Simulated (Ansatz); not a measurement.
BN in Ansatz: the effect of functional

The system is BN, a slab with vacuum.

```
CELL_PARAMETERS angstrom
2.50399 0.00000 0.00000
-1.25200 2.16852 0.00000
0.00000 0.00000 24.99180
ATOMIC_POSITIONS crystal
B 0.66667 0.33333 0.30010
N 0.33333 0.66667 0.30010
B 0.33333 0.66667 0.43337
N 0.66667 0.33333 0.43337
B 0.66667 0.33333 0.56663
N 0.33333 0.66667 0.56663
B 0.33333 0.66667 0.69990
N 0.66667 0.33333 0.69990
```

The cell isn't the ideal one: the (0 0 1) slab of BN, cut from the database cell, not relaxed.

Alike in all runs:

```yaml
Program: Ansatz 0.2.0
Task: projected density of states
Potentials_or_basis: Ansatz PAW
k_mesh: 12 × 12 × 1
Occupations: fermi-dirac, width 0.05 eV
Spin: no spin polarisation
```

```csv
functional,cutoff,gap on the mesh (eV),largest force (eV/Å),work function (eV)
LDA,420 eV (not typed: the program's choice for these potentials),?,?,?
PBE,420 eV (not typed: the program's choice for these potentials),4.34,0.07,3.65
PBEsol,420 eV (not typed: the program's choice for these potentials),4.25,0.05,3.78
RPBE,420 eV (not typed: the program's choice for these potentials),4.45,0.09,3.49
revPBE,420 eV (not typed: the program's choice for these potentials),4.43,0.09,3.51
BLYP,420 eV (not typed: the program's choice for these potentials),4.40,0.08,3.34
r2SCAN,500 eV (not typed: the program's choice for these potentials),4.90,0.04,3.61
```

Q: What does the run with functional LDA give?

A: gap on the mesh 4.16 eV; largest force 0.04 eV/Å; work function 4.04 eV.

Caveats: the PAW data sets come from PBE, with cores solved anew for the run's functional, which leaves a small shift of forces and pressure (some runs).

A k mesh can miss the band edges.
